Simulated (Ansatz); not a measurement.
**KCl, response to strain**

Start from KCl in the rock salt structure (space group Fm-3m, No. 225).

```yaml
crystal:
  lattice:
    - [0.00000, 3.12135, 3.12135]
    - [3.12135, 0.00000, 3.12135]
    - [3.12135, 3.12135, 0.00000]
  atoms:
    - { symbol: K, position: [0.00000, 0.00000, 0.00000] }
    - { symbol: Cl, position: [0.50000, 0.50000, 0.50000] }
```

Cartesian axes are those of the cell as printed.

Strains are applied to the cell and any free atomic positions relax.

Method: Ansatz (an electronic-structure program) PBEsol, no spin-orbit coupling.

Notes on the quantities. energy relative to the base: free energy F; pressure: mean of the normal stresses, compression positive.

| case | volume per atom | energy relative to the base | pressure | band gap |
|---|---|---|---|---|
| base | 30.41 Å³ | 0 meV/atom | 0.01 GPa | 5.10 eV |
| tensor shear ε_xy = +0.29 % | 30.41 Å³ | 0.0 meV/atom | 0.01 GPa | 5.10 eV |
| tensor shear ε_xy = +1.14 % | 30.41 Å³ | +0.3 meV/atom | 0.01 GPa | 5.08 eV |
| tensor shear ε_xy = +1.43 % | 30.40 Å³ | +0.5 meV/atom | 0.01 GPa | 5.07 eV |
| tensor shear ε_xy = +1.71 % | 30.40 Å³ | +0.7 meV/atom | 0.01 GPa | 5.07 eV |
| tensor shear ε_xy = +0.86 % | 30.41 Å³ | +0.2 meV/atom | 0.01 GPa | 5.09 eV |
| tensor shear ε_xy = +0.57 % | 30.41 Å³ | +0.1 meV/atom | 0.01 GPa | 5.09 eV |
| tensor shear ε_xy = +2.00 % | 30.40 Å³ | +1.0 meV/atom | 0.00 GPa | 5.06 eV |

Whether these cells are dynamically stable was not tested.
